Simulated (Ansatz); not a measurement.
**WS$_{2}$: one input, then a changed one**

The structure comes from a relaxation in the same program, started in the CdI2 type, and has space group P-3m1. Whether it is a known phase or the ground state wasn't checked.

First run: DFT, PBE, PAW with Ansatz's default frozen-core files, scalar-relativistic (Ansatz 0.2.0).

Command: `ansatz run input.yaml --threads 1 --pin off --max-ram 3072MiB --backend cpu --events-out ev --progress --plain --runs-dir out` The run took 32 s on 1 thread of Arm Neoverse V1 (shared host).

```yaml
crystal:
  lattice:
    - [3.2110037968, 0.0, 0.0]
    - [-1.6055018984, 2.7808108597, 0.0]
    - [0.0, 0.0, 7.0708228609]
  atoms:
    - { symbol: W, position: [0.0, 0.0, 0.0] }
    - { symbol: S, position: [0.3333333333, 0.6666666667, 0.223009562] }
    - { symbol: S, position: [0.6666666667, 0.3333333333, 0.776990438] }
kpoints:
  mp_grid: { grid: [11, 11, 6] }
  band_path:
    path:
      - [0.0, 0.0, 0.0]
      - [0.5, 0.0, 0.0]
      - [0.3333333333, 0.3333333333, 0.0]
      - [0.0, 0.0, 0.0]
      - [0.0, 0.0, 0.5]
      - [0.5, 0.0, 0.5]
      - [0.3333333333, 0.3333333333, 0.5]
      - [0.0, 0.0, 0.5]
      - [0.5, 0.0, 0.5]
    npoints: 14
scf:
  occupations: { method: fermi_dirac, width: 0.05 }
hamiltonian:
  xc: pbe
  pseudopotentials: { kind: paw }
output:
  forces: true
  stress: true
  eigenvalues: true
  efg: { contact_densities: true }
  populations: true
  bader: true
  dos: { projected: true, de: 0.2, e_range: [-14, 8] }
  write_density: true
  write_potential: true
  elf: true
  volumetric_format: npy
```

Result: converged; pressure 0.02 GPa; largest force 0.003 eV/Å; no gap on the k mesh; 6 SCF iterations.

No spin–orbit coupling, which matters for the heavy atoms here.

A second run of a changed input logged this at its end:

```
PAW one-centre angular grid: S, 110 points (default); XC on 64 Gauss nodes
Initial density: superposition of atomic densities (neutral atoms: chi_scale 0, normalization atom), corrected by the library's trained network
Initial wavefunctions: pseudopotential atomic-orbital guess
Functional: x = pbe(κ = 0.804, μ = 0.2195149727645171), c = pbe(β = 0.06672455060314922)
SCF iter   1: F=—  HF=-12190.561013 eV  |F-HF|=—  |Δ(HF+E_count)|=         —  Δρ=3.90e-3  dr2=9.38e-3  ethr=1.77e-3  ⟨swp⟩=5.1  Hψ=16510  notcnv=0
preconditioner: auto → LDOS  [metal: Δε(μ)=0.058 eV  Ē_g=8.424 eV  σ=0.050 eV  W_gap=0.28  n_scr=10 (ndim 8)  ℏωp=19.8 eV  f_vac=0.143  D(μ)=1.51/eV (n_scr^D=4)  β→1.0]
SCF iter   2: F=—  HF=-12190.560374 eV  |F-HF|=—  |Δ(HF+E_count)|=   6.39e-4  Δρ=9.86e-4  dr2=4.96e-4  ethr=3.61e-5  ⟨swp⟩=3.8  Hψ=8835  notcnv=0
Error: did not converge after 2 iterations: dr2 = 4.96e-4 (threshold 1.00e-7), under the density mixer `msr1`, which `scf.mixing.algorithm: auto` chose by the deck's other keys (type `scf.mixing.algorithm: msr1` to keep it); raise `scf.max_iter`, which need not help a stalled SCF, or adjust the mixing (`scf.mixing`) or, under a smearing, its width (`scf.occupations.width`, in either direction: another width is another result); this SCF holds its density and magnetisation to the symmetry operations that it keeps, and cannot end on a state that breaks one of them: if the state sought breaks one, re-run with `crystal.symmetry.detect: false`, without `crystal.symmetry.time_reversal: true`, on a non-collinear deck whose state breaks time reversal, with `crystal.symmetry.time_reversal: false` beside it (there exact exchange or a DFT+U term alone can polarise the run; a magnetic state wants starting moments), where the deck allows it (that run may end on another state, and need not converge either); this run sums exchange and correlation on more points than the dense box has (`basis.xc_grid`), where a deck that converges on the dense box may not converge: try another level (where the key is left out runs that use forces, runs that use the stress, dielectric runs by a finite field, finite-displacement phonons, runs of phonons.displacement_patterns under a GGA or a meta-GGA, phonons by method: dfpt, dielectric runs by the response, runs on support functions, runs on PAW files under a meta-GGA or a hybrid on one, runs at kind: all_electron or under a hybrid on a GGA, runs under a text's formulas of a gradient, and runs on PAW files that evaluate rPW86 or Becke's exchange or LYP's correlation can take a finer level, which can go by the root key accuracy; a number is taken as typed), or, where it is served, `1`, the dense box, on which forces and the stress change with where the atoms sit on the grid; a lower level also moves a field's Born charges, by the response (dielectric, § Limitations, in the input reference) or by a finite field; under a meta-GGA, try another mixer (`scf.mixing.algorithm: anderson` or `broyden`); mind that the stability of the state on which such a run converges can go unchecked at the default of `scf.lower_state_search`; see `basis.xc_grid`, Limitations — the other mixer that `auto` picks from is left to try (`scf.mixing.algorithm: broyden`); it can need more iterations, either can converge an SCF that the other leaves open, and the two can end on different states; the input reference at `scf.mixing.algorithm` says more, and from which start to try it
```

Q: What was wrong with the input?

A: Too few SCF iterations, by this change (others could give a like log):
```diff
@@ -24,4 +24,5 @@
 scf:
   occupations: { method: fermi_dirac, width: 0.05 }
+  max_iter: 2
 hamiltonian:
   xc: pbe
@@ -33,9 +34,3 @@
   efg: { contact_densities: true }
   populations: true
-  bader: true
-  dos: { projected: true, de: 0.2, e_range: [-14, 8] }
-  write_density: true
-  write_potential: true
-  elf: true
-  volumetric_format: npy
```
